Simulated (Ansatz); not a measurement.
A run of Ansatz 0.2.0 is set up as follows.

input.yaml

```yaml
crystal:
  lattice:
    - [1.397149, -2.600516, 0.0]
    - [1.397149, 2.600516, 0.0]
    - [0.0, 0.0, 2.698231]
  atoms:
    - { symbol: Ge, position: [0.5, 0.5, 0.0] }
hamiltonian:
  xc: pbe
  pseudopotentials: { kind: paw }
kpoints:
  mp_grid: { grid: [11, 11, 10] }
scf:
  occupations: { method: gaussian, width: 0.027 }
output:
  forces: true
  stress: true
  eigenvalues: true
```

Potentials or basis: Ansatz PAW.

The run is started by

```sh
$ ansatz run input.yaml --threads 2 --pin off --max-ram 5632MiB --backend cpu --events-out ev --progress --plain --runs-dir out
```

(1) What does it give for the pressure?

(2) Estimate the band gap on the k mesh.

Results:

(1) -0.6 GPa.

(2) none (metal or under the smearing width).
